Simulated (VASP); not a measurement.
A run of VASP 6.6.1 is set up as follows.

The input INCAR:

```
SYSTEM = Lu
PREC     = Accurate       ! precision mode
ENCUT    = 600            ! plane-wave cutoff, eV
EDIFF    = 1E-7           ! SCF threshold, eV
ISMEAR   = 1              ! smearing method
SIGMA    = 0.1            ! smearing width, eV
LREAL    = .FALSE.        ! projectors in reciprocal space
LASPH    = .TRUE.         ! aspherical terms in the spheres
NELM     = 80             ! most SCF steps
ALGO     = Normal         ! electronic algorithm
ISIF     = 4              ! what is computed and relaxed
LWAVE    = .FALSE.        ! write WAVECAR
LCHARG   = .FALSE.        ! write CHGCAR
GGA      = PE             ! functional
IVDW     = 12             ! dispersion correction
IBRION   = 2              ! ionic algorithm
NSW      = 40             ! ionic steps
EDIFFG   = -0.01          ! ionic threshold
```

The input KPOINTS:

```
Automatic mesh
0
G
  12 12 7
  0 0 0
```

Contents of POSCAR:

```
Lu                                      
1.0
    3.4869245873      0.0000000000      0.0000000000
   -1.7434622936      3.0197652736     -0.0000000000
   -0.0000000000      0.0000000000      5.4254779171
  Lu            
     2
Direct
     0.3333333332999970    0.6666666667000030    0.2500000000000000
     0.6666666667000030    0.3333333332999970    0.7500000000000000
```

Potentials or basis: VASP PAW PBE potentials, release 64 (Lu).

Launch:

```bash
$ cat potpaw_PBE.64/Lu/POTCAR > POTCAR
$ mpirun -np 1 vasp_std > vasp.out
```

Task: What does it give for the band gap on the k mesh?

Result: None (metal or under the smearing width).

Task: Predict the dispersion energy per atom.

Result: -0.360 eV.

Final structure:
```
Lu
1.0
     3.48692    0.00000    0.00000
    -1.74346    3.01977    0.00000
     0.00000    0.00000    5.42548
Lu
2
Direct
  0.33333 0.66667 0.25000
  0.66667 0.33333 0.75000
```

Caveat: the relaxation stopped at its first step, so nothing moved. Spin-orbit coupling is left out, which matters for the levels of Lu.
